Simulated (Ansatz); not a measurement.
# GaP (GaP (110), 1 layers): how the settings move a single-point run

Aim: see which settings change the result for GaP (GaP (110), 1 layers), by how much, and at what cost.

Computed with Ansatz 0.2.0 (reference: DFT, PBE, PAW with Ansatz's default frozen-core files, scalar-relativistic, unless a step's input says otherwise).

## (1) The starting structure

It takes space group Pmm2 (No. 25, orthorhombic). Conventional cell: a = 3.893 Å, b = 13.000 Å, c = 5.506 Å, α = 90.00°, β = 90.00°, γ = 90.00°. Ga (site symmetry mm2) is surrounded by 2 P at 2.38 Å. P (site symmetry mm2) has 2 Ga at 2.38 Å as nearest neighbours.

As a file:

```cif
data_structure
_symmetry_space_group_name_H-M 'P 1'
_symmetry_Int_Tables_number 1
_cell_length_a 3.8933
_cell_length_b 5.5060
_cell_length_c 13.0000
_cell_angle_alpha 90.000
_cell_angle_beta 90.000
_cell_angle_gamma 90.000
_cell_volume 278.67
loop_
_atom_site_label
_atom_site_type_symbol
_atom_site_fract_x
_atom_site_fract_y
_atom_site_fract_z
_atom_site_occupancy
Ga1 Ga 0.25000 0.12500 0.50000 1
P1 P 0.75000 0.87500 0.50000 1
```

## (2) The reference run

Input file input.yaml:

```yaml
crystal:
  lattice:
    - [3.8933171705, 0.0, 0.0]
    - [0.0, 5.5059819451, 0.0]
    - [0.0, 0.0, 13.0]
  atoms:
    - { symbol: Ga, position: [0.25, 0.125, 0.5] }
    - { symbol: P, position: [0.75, 0.875, 0.5] }
kpoints:
  mp_grid: { grid: [8, 6, 1] }
scf:
  occupations: { method: fermi_dirac, width: 0.02 }
hamiltonian:
  xc: pbe
  pseudopotentials: { kind: paw }
output:
  forces: true
  stress: true
  eigenvalues: true
efield:
  axis: 3
  amplitude: 0
  dipole_correction: true
```

The run is started by

```console
$ ansatz run input.yaml --threads 1 --pin off --max-ram 3584MiB --backend cpu --events-out ev --progress --plain --runs-dir out
```

## (3) Variant: ecutwfc 51.4 Ry

Changes to input.yaml since step 2:

```diff
@@ -23 +23,3 @@
   dipole_correction: true
+basis:
+  ecutwfc: "51.4 Ry"
```

What does the calculation give? Wanted: for each run, ending; energy change; gap; force.

**Answer**, as computed:

| run | ending | energy change | gap (eV) | force (eV/Å) | cycles | time |
| --- | --- | --- | --- | --- | --- | --- |
| reference | converged | 0 | 0.00 | 1.78 | 7 | 4.9 s |
| 1: ecutwfc 51.4 Ry | converged | -0.9 meV/atom | 0.00 | 1.78 | 7 | 14 s |

Residual by cycle in the longest SCF loop of each run; runs are numbered as in the table. The quantity is the density residual dr2, in eV.

```
cycle  reference    run 1
    1    0.00715  0.00717
    2    0.00103   9.3e-4
    3     3.5e-4   2.8e-4
    4     3.5e-5   3.9e-5
    5     2.0e-6   2.0e-6
    6     2.7e-7   2.5e-7
    7     1.5e-8   1.5e-8
```

Changing the cutoff moves the energy by -0.9 meV/atom. Cost: 14 s against 4.9 s. Semilocal functionals close small gaps, so the missing gap need not be the real solid's.
